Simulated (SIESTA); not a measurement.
The system is SrCl2.

```
Sr Cl
1.0
     0.00000    3.48835    3.48835
     3.48835    0.00000    3.48835
     3.48835    3.48835    0.00000
Sr Cl
1 2
Direct
  0.00000 0.00000 0.00000
  0.75000 0.75000 0.75000
  0.25000 0.25000 0.25000
```

Base run:

* Program: SIESTA 5.4.2
* Functional: PBE
* Potentials or basis: PseudoDojo 0.4 standard (PBE files)
* Basis: DZP (energy shift 0.003 Ry; two zetas on semicore shells; d shell added on Sr)
* Grid cutoff: 800 Ry
* Energy shift: 0.003 Ry
* k mesh: 7 × 7 × 7
* Occupations: fermi-dirac, width 0.05 eV
* Spin: no spin polarisation

Its results: band gap on the k mesh 5.50 eV, indirect (least direct gap 5.80 eV); pressure 1.2 GPa.

Task: The run is repeated on the same cell with these changes: functional from PBE to vdW-DF-cx. What comes out?

Result: Band gap on the k mesh 5.46 eV, indirect (least direct gap 5.77 eV); pressure -0.3 GPa.

Caveats: the basis of atomic orbitals isn't converged, which shifts pressures, moduli and gaps; an odd mesh through Γ misses points on the zone boundary, where band edges often lie (some runs); the potentials were made for another functional, which shifts forces and pressure (some runs).

Not every run made on this cell is shown here.
